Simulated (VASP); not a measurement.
# GaAs (F-43m) in VASP: a series of runs

The runs below take GaAs through elastic constants, with LDA, PBE.

Program: VASP 6.6.1. These are calculated values, not measurements. Logs are shortened: lines on timing, memory, paths and dates and some standing lists are left out, and cuts for length are marked.

## (1) The crystal as given

Symmetry: F-43m, No. 216, cubic system. Conventional cell: a = 5.653 Å, b = 5.653 Å, c = 5.653 Å, α = 90.00°, β = 90.00°, γ = 90.00°. Around Ga (site symmetry -43m) lie 4 As at 2.45 Å. As (site symmetry -43m) has 4 Ga at 2.45 Å as nearest neighbours.

The cell was built by a generator and isn't the measured one.

## (2) Elastic constants, LDA

The input, POSCAR:

```
GaAs
1.0
    0.0000000000      2.8265000000      2.8265000000
    2.8265000000      0.0000000000      2.8265000000
    2.8265000000      2.8265000000      0.0000000000
Ga As
1 1
Direct
    0.0000000000      0.0000000000      0.0000000000
    0.2500000000      0.2500000000      0.2500000000
```

The input, INCAR.step1:

```
SYSTEM = GaAs
  PREC = Accurate
  ENCUT = 600
  EDIFF = 1E-8
  ISMEAR = -1
  SIGMA = 0.05
  LREAL = .False.
  LASPH = .True.
  NELM = 60
  ALGO = Fast
  ISIF = 3
  LWAVE = .False.
  LCHARG = .False.
  IBRION = 2
  NSW = 40
  EDIFFG = -0.002
```

The input, INCAR.step2:

```
SYSTEM = GaAs
  PREC = Accurate
  ENCUT = 600
  EDIFF = 1E-8
  ISMEAR = -1
  SIGMA = 0.05
  LREAL = .False.
  LASPH = .True.
  NELM = 60
  ALGO = Fast
  ISIF = 3
  LWAVE = .False.
  LCHARG = .False.
  IBRION = 6
  NFREE = 2
  POTIM = 0.015
  NSW = 1
```

The input, KPOINTS:

```
regular mesh
0
Gamma
  10 10 10
  0 0 0
```

Potentials or basis: VASP PAW LDA potentials, release 64 (Ga_d, As).

On the command line:

```
$ cat potpaw_LDA.64/Ga_d/POTCAR potpaw_LDA.64/As/POTCAR > POTCAR
$ cp INCAR.step1 INCAR
$ mpirun -np 1 vasp_std > vasp.out
$ cp CONTCAR POSCAR
$ cp INCAR.step2 INCAR
$ mpirun -np 1 vasp_std > vasp.out
```

OUTCAR:

```text
SYSTEM = GaAs
   PREC = Accurate
   ENCUT = 600
   EDIFF = 1E-8
   ISMEAR = -1
   LREAL = .False.
   LASPH = .True.
   NELM = 60
   ISIF = 3
   IBRION = 6
   NFREE = 2
   POTIM = 0.015
   NSW = 1

 ion  position               nearest neighbor table
   1  0.000  0.000  0.000-   2 2.43   2 2.43   2 2.43   2 2.43
   2  0.250  0.250  0.250-   1 2.43   1 2.43   1 2.43   1 2.43

  LATTYP: Found a face centered cubic cell.
 ALAT       =     5.6106034300

  Lattice vectors:

 A1 = (   0.0000000000,   2.8053017150,   2.8053017150)
 A2 = (   2.8053017150,   0.0000000000,   2.8053017150)
 A3 = (   2.8053017150,   2.8053017150,   0.0000000000)

Analysis of symmetry for initial positions (statically):
=====================================================================
 Subroutine PRICEL returns:
 Original cell was already a primitive cell.

 Routine SETGRP: Setting up the symmetry group for a
 face centered cubic supercell.

 Subroutine GETGRP returns: Found 24 space group operations
 (whereof 24 operations were pure point group operations)
 out of a pool of 48 trial point group operations.

The static configuration has the point symmetry T_d .

Analysis of symmetry for dynamics (positions and initial velocities):
=====================================================================
 Subroutine PRICEL returns:
 Original cell was already a primitive cell.

 Routine SETGRP: Setting up the symmetry group for a
 face centered cubic supercell.

 Subroutine GETGRP returns: Found 24 space group operations
 (whereof 24 operations were pure point group operations)
 out of a pool of 48 trial point group operations.

The dynamic configuration has the point symmetry T_d .

 Subroutine INISYM returns: Found 24 space group operations
 (whereof 24 operations are pure point group operations),
 and found     1 'primitive' translations

----------------------------------------------------------------------------------------

                                     Primitive cell

  volume of cell :      44.1539

  direct lattice vectors                    reciprocal lattice vectors
     0.000000000  2.805301715  2.805301715    -0.178233948  0.178233948  0.178233948
     2.805301715  0.000000000  2.805301715     0.178233948 -0.178233948  0.178233948
     2.805301715  2.805301715  0.000000000     0.178233948  0.178233948 -0.178233948

  length of vectors
     3.967295732  3.967295732  3.967295732     0.308710254  0.308710254  0.308710254

  position of ions in fractional coordinates (direct lattice)
     0.000000000  0.000000000  0.000000000
     0.250000000  0.250000000  0.250000000

  ion indices of the primitive-cell ions
   primitive index   ion index
                 1           1
                 2           2

----------------------------------------------------------------------------------------

 KPOINTS: regular mesh

Automatic generation of k-mesh.
 Grid dimensions read from file:
 generate k-points for:   10   10   10

 Generating k-lattice:

  Cartesian coordinates                     Fractional coordinates (reciprocal lattice)
    -0.017823395  0.017823395  0.017823395     0.100000000  0.000000000  0.000000000
     0.017823395 -0.017823395  0.017823395     0.000000000  0.100000000  0.000000000
     0.017823395  0.017823395 -0.017823395     0.000000000  0.000000000  0.100000000

  Length of vectors
[... 77 lines left out ...]
  Fermi-wavevector in a.u.,A,eV,Ry     =   1.213881  2.293902 20.048279  1.473507
  Thomas-Fermi vector in A             =   2.349319
   LORBIT       =      0    0 simple, 1 ext, 2 COOP (PROOUT), +10 PAW based schemes
   GGA     = CA    functional components
   LHFCALC =     F    Hartree Fock is set to
   AEXX    =    0.0000 exact exchange contribution
   IVDW    =     0    specifies the selected vdW correction
   LEPSILON=     F    determine dielectric tensor
   LRPA    =     F    only Hartree local field effects (RPA)
 finite differences with symmetry
 non-spin polarized calculation
 RMM-DIIS sequential band-by-band and
  energy-cutoff  :      600.00
  volume of cell :       44.15
 maximum number of plane-waves:      1490
   NGX = 15   NGY = 15   NGZ = 15

--------------------------------------- Ionic step        1  -------------------------------------------

 number of electron      18.0000006 magnetization

 Free energy of the ion-electron system (eV)
  ---------------------------------------------------
  ext. energy  EPLUGINS =         0.00000000
  ---------------------------------------------------
  free energy    TOTEN  =        -9.64108546 eV

  energy without entropy =       -9.64106926  energy(sigma->0) =       -9.64107736

------------------------ aborting loop because EDIFF is reached ----------------------------------------

  FORCE on cell =-STRESS in cart. coord.  units (eV):
  Direction    XX          YY          ZZ          XY          YZ          ZX
  --------------------------------------------------------------------------------------
  -------------------------------------------------------------------------------------
  Total       -0.0010344     -0.0010344     -0.0010344      0.0000000      0.0000000     -0.0000000
  in kB       -0.0375340     -0.0375340     -0.0375340      0.0000000      0.0000000     -0.0000000
  external PRESSURE =      -0.0375340 kB  Pullay stress =       0.0000000 kB
[... 866 lines left out ...]
      2     -10.7910      2.00000
      3     -10.7894      2.00000
      4     -10.7659      2.00000
      5     -10.7309      2.00000
      6      -7.0066      2.00000
      7      -1.6010      2.00000
      8       1.3921      2.00000
      9       1.7310      2.00000
     10       5.7945      0.00000
     11       6.8980      0.00000
     12      11.5704      0.00000
     13      12.1815      0.00000

 [... further k-points ...]

[... ionic steps 4 to 14 ...]

--------------------------------------- Ionic step       15  -------------------------------------------

 number of electron      18.0000002 magnetization

------------------------ aborting loop because EDIFF is reached ----------------------------------------
[... 67 lines left out ...]
--------------------------------------- Ionic step       17  -------------------------------------------

 number of electron      18.0000006 magnetization

 Free energy of the ion-electron system (eV)
  ---------------------------------------------------
  ext. energy  EPLUGINS =         0.00000000
  ---------------------------------------------------
  free energy    TOTEN  =        -9.64000305 eV

  energy without entropy =       -9.63998544  energy(sigma->0) =       -9.63999424

 E-fermi :   4.3157     XC(G=0): -10.0140

 val. band max:        4.0686021373   @ k =   0.0000   0.0000   0.0000
 cond. band min:       4.5278289540   @ k =   0.0000   0.0000   0.0000
 fundamental gap:      0.4592268167
 Fermi energy:         4.3156732921
[... 413 lines left out ...]
  FREE ENERGIE OF THE ION-ELECTRON SYSTEM (eV)
  ---------------------------------------------------
  free  energy   TOTEN  =        -9.6400030460 eV

  energy  without entropy=       -9.6399854350  energy(sigma->0) =       -9.63999424

 INTERNAL STRAIN TENSORS FROM STRAINED CELLS
 ============================================

 INTERNAL STRAIN TENSOR FOR ION    1 for displacements in x,y,z  (eV/Angst):
          X           Y           Z          XY          YZ          ZX
  --------------------------------------------------------------------------------
  x     0.00000    -0.00000     0.00000     0.00000     7.62645     0.00000
  y    -0.00000     0.00000     0.00000     0.00000    -0.00000     7.62642
  z    -0.00000    -0.00000     0.00000     7.62736     0.00000    -0.00000

 INTERNAL STRAIN TENSORS FROM DISPLACED ATOMS
 ============================================

 INTERNAL STRAIN TENSOR FOR ION    1 for displacements in x,y,z  (eV/Angst):
          X           Y           Z          XY          YZ          ZX
  --------------------------------------------------------------------------------
  x     0.00000     0.00000     0.00000     0.00000     7.62138     0.00000
  y     0.00000    -0.00000     0.00000     0.00000     0.00000     7.62138
  z     0.00000     0.00000     0.00000     7.62138     0.00000     0.00000

 INTERNAL STRAIN TENSOR FOR ION    2 for displacements in x,y,z  (eV/Angst):
          X           Y           Z          XY          YZ          ZX
  --------------------------------------------------------------------------------
  x     0.00000    -0.00000    -0.00000     0.00000    -7.61964     0.00000
  y     0.00000     0.00000     0.00000     0.00000     0.00000    -7.61964
  z    -0.00000    -0.00000     0.00000    -7.61964     0.00000     0.00000

 Eigenvectors and eigenvalues of the dynamical matrix
 ----------------------------------------------------

   1 f  =    8.075423 THz    50.739380 2PiTHz  269.367119 cm-1    33.397251 meV
             X         Y         Z           dx          dy          dz
      0.000000  0.000000  0.000000     0.000000    0.720248    0.000000
      1.402651  1.402651  1.402651     0.000000   -0.693717    0.000000
[... 21 lines left out ...]
   6 f/i=    0.006346 THz     0.039875 2PiTHz    0.211688 cm-1     0.026246 meV
             X         Y         Z           dx          dy          dz
      0.000000  0.000000  0.000000     0.000000    0.000000   -0.693717
      1.402651  1.402651  1.402651     0.000000    0.000000   -0.720248

--------------------------------------------------------------------------------------------------------

 ELASTIC MODULI CONTR FROM IONIC RELAXATION (kBar)
 Direction    XX          YY          ZZ          XY          YZ          ZX
 --------------------------------------------------------------------------------
 XX          -0.0000     -0.0000     -0.0000     -0.0000     -0.0000      0.0000
 YY          -0.0000     -0.0000     -0.0000     -0.0000     -0.0000      0.0000
 ZZ          -0.0000     -0.0000     -0.0000     -0.0000     -0.0000      0.0000
 XY          -0.0000     -0.0000     -0.0000   -218.6871      0.0000      0.0000
 YZ          -0.0000     -0.0000     -0.0000      0.0000   -218.6871     -0.0000
 ZX           0.0000      0.0000      0.0000      0.0000     -0.0000   -218.6871
 --------------------------------------------------------------------------------

 TOTAL ELASTIC MODULI (kBar)
 Direction    XX          YY          ZZ          XY          YZ          ZX
 --------------------------------------------------------------------------------
 XX        1164.4244    530.6174    530.6174     -0.0000      0.0000      0.0000
 YY         530.6174   1164.4244    530.6174     -0.0000     -0.0000     -0.0000
 ZZ         530.6174    530.6174   1164.4244      0.0000     -0.0000      0.0000
 XY          -0.0000     -0.0000      0.0000    583.5778      0.0000      0.0000
 YZ           0.0000     -0.0000     -0.0000      0.0000    583.5778     -0.0000
 ZX           0.0000     -0.0000      0.0000      0.0000     -0.0000    583.5778
 --------------------------------------------------------------------------------
```

Wall time 15 min (1 thread of Intel Xeon Platinum 8559C (Emerald Rapids), shared host); peak memory 0.45 GiB.

Results:

* Relaxed volume: 22.08 Å³/atom
* Relaxed cell: a = 3.967 Å, b = 3.967 Å, c = 3.967 Å, α = 60.00°, β = 60.00°, γ = 60.00°
* Space group after relaxing (to 0.05 Å): F-43m (No. 216)
* Elastic constants C11, C12, C44: 116, 53, 58 GPa
* Voigt bulk modulus: 74 GPa
* Highest phonon frequency at Γ, LO-TO splitting left out: 269 cm⁻¹

The path:
| step | energy change (eV) | largest force (eV/Å) | pressure (GPa) | volume (Å³) |
| --- | --- | --- | --- | --- |
| 1 | 0.0000 | 0.0000 | -1.59 | 45.16 |
| 2 | -0.0041 | 0.0000 | 0.77 | 43.71 |
| 3 | -0.0051 | 0.0000 | 0.00 | 44.15 |

Final structure:
```xyz
2
Lattice="0.0000 2.8053 2.8053 2.8053 0.0000 2.8053 2.8053 2.8053 0.0000" Properties=species:S:1:pos:R:3 pbc="T T T"
Ga    0.0000    0.0000    0.0000
As    1.4027    1.4027    1.4027
```

Phonon frequencies in cm⁻¹ (negative: imaginary):
```csv
q point,frequencies
"(0.000, 0.000, 0.000)",0 0 0 269 269 269
```

Elastic tensor in Voigt notation (GPa, in the Cartesian axes of the cell as first typed):
```
116  53  53   0   0   0
 53 116  53   0   0   0
 53  53 116   0   0   0
  0   0   0  58   0   0
  0   0   0   0  58   0
  0   0   0   0   0  58
```

Clamped-ion elastic tensor (GPa):
```
116  53  53   0   0   0
 53 116  53   0   0   0
 53  53 116   0   0   0
  0   0   0  80   0   0
  0   0   0   0  80   0
  0   0   0   0   0  80
```

## (3) Elastic constants, PBE

POSCAR is that of step 2.

INCAR.step1: that of step 2 with these lines changed.

```diff
@@ -13,2 +13,3 @@
   LCHARG = .False.
+  GGA = PE
   IBRION = 2
```

INCAR.step2: that of step 2 with these lines changed.

```diff
@@ -13,2 +13,3 @@
   LCHARG = .False.
+  GGA = PE
   IBRION = 6
```

KPOINTS is that of step 2.

Potentials or basis: VASP PAW PBE potentials, release 64 (Ga_d, As).

On the command line:

```
$ cat potpaw_PBE.64/Ga_d/POTCAR potpaw_PBE.64/As/POTCAR > POTCAR
$ cp INCAR.step1 INCAR
$ mpirun -np 1 vasp_std > vasp.out
$ cp CONTCAR POSCAR
$ cp INCAR.step2 INCAR
$ mpirun -np 1 vasp_std > vasp.out
```

Run time: 15 min. Hardware: 1 thread of Intel Xeon Platinum 8559C (Emerald Rapids), shared host; peak memory 0.49 GiB.

Results (log left out):

* Relaxed volume: 23.77 Å³/atom
* Relaxed cell: a = 4.066 Å, b = 4.066 Å, c = 4.066 Å, α = 60.00°, β = 60.00°, γ = 60.00°
* Space group after relaxing (to 0.05 Å): F-43m (No. 216)
* Elastic constants C11, C12, C44: 98, 41, 50 GPa
* Voigt bulk modulus: 60 GPa
* Highest phonon frequency at Γ, LO-TO splitting left out: 251 cm⁻¹

The path:
```
step  energy change (eV)  largest force (eV/Å)  pressure (GPa)  volume (Å³)
   1              0.0000                0.0000            3.49        45.16
   2             -0.0214                0.0000           -1.09        48.46
   3             -0.0246                0.0000            0.05        47.53
   4             -0.0246                0.0000           -0.05        47.58
   5             -0.0246                0.0000            0.01        47.53
```

Final structure:
```
CELL_PARAMETERS angstrom
0.00000 2.87512 2.87512
2.87512 0.00000 2.87512
2.87512 2.87512 0.00000
ATOMIC_POSITIONS crystal
Ga 0.00000 0.00000 0.00000
As 0.25000 0.25000 0.25000
```

Phonon frequencies in cm⁻¹ (negative: imaginary):
```
              q point        frequencies
(0.000, 0.000, 0.000)  0 0 0 251 251 251
```

Elastic tensor in Voigt notation (GPa, in the Cartesian axes of the cell as first typed):
```
98 41 41  0  0  0
41 98 41  0  0  0
41 41 98  0  0  0
 0  0  0 50  0  0
 0  0  0  0 50  0
 0  0  0  0  0 50
```

Clamped-ion elastic tensor (GPa):
```
98 41 41  0  0  0
41 98 41  0  0  0
41 41 98  0  0  0
 0  0  0 66  0  0
 0  0  0  0 66  0
 0  0  0  0  0 66
```
